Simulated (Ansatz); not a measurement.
Crystal: BaTiO3.

```xyz
10
Lattice="-2.8277 -1.6326 -2.3177 2.8277 -4.8977 0.0000 -2.8277 -1.6326 4.6355" Properties=species:S:1:pos:R:3 pbc="T T T"
Ba    0.0173   -6.4883    4.4750
Ba   -2.8449   -4.9396    0.1605
Ti   -0.0507   -6.4912    1.1667
Ti    0.0507   -3.3041   -0.9720
O    -2.9184   -3.1975    2.1689
O     0.0907   -4.8993   -0.0148
O    -1.2876   -5.6890    2.2893
O    -1.4829   -2.5067   -0.1352
O    -4.0760   -2.5422   -0.0739
O     1.1912   -2.3885   -0.0897
```

Base run:

* Program: Ansatz 0.2.0
* Functional: PBEsol
* Potentials or basis: Ansatz PAW
* Cutoff: 420 eV (not typed: the program's choice for these potentials)
* k mesh: 7 × 5 × 5
* Occupations: fermi-dirac, width 0.05 eV
* Spin: no spin polarisation

Its results: band gap on the k mesh 2.24 eV, indirect (least direct gap 2.31 eV); pressure 2.2 GPa; largest force 3.142 eV/Å.

Q: The run is repeated on the same cell with these changes: functional from PBEsol to PBE; k mesh from 7 × 5 × 5 to 3 × 2 × 2. What comes out?

A: Band gap on the k mesh 2.34 eV, direct; pressure 8.7 GPa; largest force 3.231 eV/Å.

Several settings changed at once, so the effect can't be laid on one alone.

Caveats: some runs use coarse meshes; spin-orbit coupling is left out, which moves the levels of the heavy elements; forces of over 1 eV/Å show positions far from the minimum, so gaps and moduli don't describe the material at rest; the PAW data sets come from PBE, with cores solved anew for the run's functional, which leaves a small shift of forces and pressure (some runs); odd divisions of the mesh miss points on the zone boundary, where band edges often lie, so the gap on the mesh can be too wide (some runs).

A k mesh can miss the band edges.
